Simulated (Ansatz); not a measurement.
Runs of Ansatz 0.2.0 on Au. The structure is cubic, space group Fm-3m (No. 225). The conventional cell has a = 4.070 Å, b = 4.070 Å, c = 4.070 Å, α = 90.00°, β = 90.00°, γ = 90.00°. Au (site symmetry m-3m) is surrounded by 12 Au at 2.88 Å. 

```csv
task,level,spin,k mesh,cutoff (eV),q mesh,points for each segment of the path,gap on the mesh (eV),V0 of scaled cells (Å³/atom),B0 (GPa)
phonons,PBEsol,off,10 × 10 × 10,420,2 × 2 × 2,8,none,-,-
equation of state,LDA,off,11 × 11 × 11,420,-,-,-,16.58,(a)
band structure,PBEsol,"SOC, no magnetisation",11 × 11 × 11,420,-,14,none,-,-
equation of state,r2SCAN,off,11 × 11 × 11,500,-,-,-,17.53,156
```

Alike in all rows: potentials or basis Ansatz PAW; cell as given; smearing fermi-dirac 0.05 eV.

Fill in the values left out.

(a) 194.

Caveats: the PAW data sets come from PBE, with cores solved anew for the run's functional, which leaves a small shift of forces and pressure (some runs); the PAW data sets were made with another functional, which shifts forces and pressure a little (some runs).

A k mesh can miss the band edges, and rows without SOC leave out spin-orbit coupling on Au.

A gap of «none» marks a metal or a gap under the smearing width.
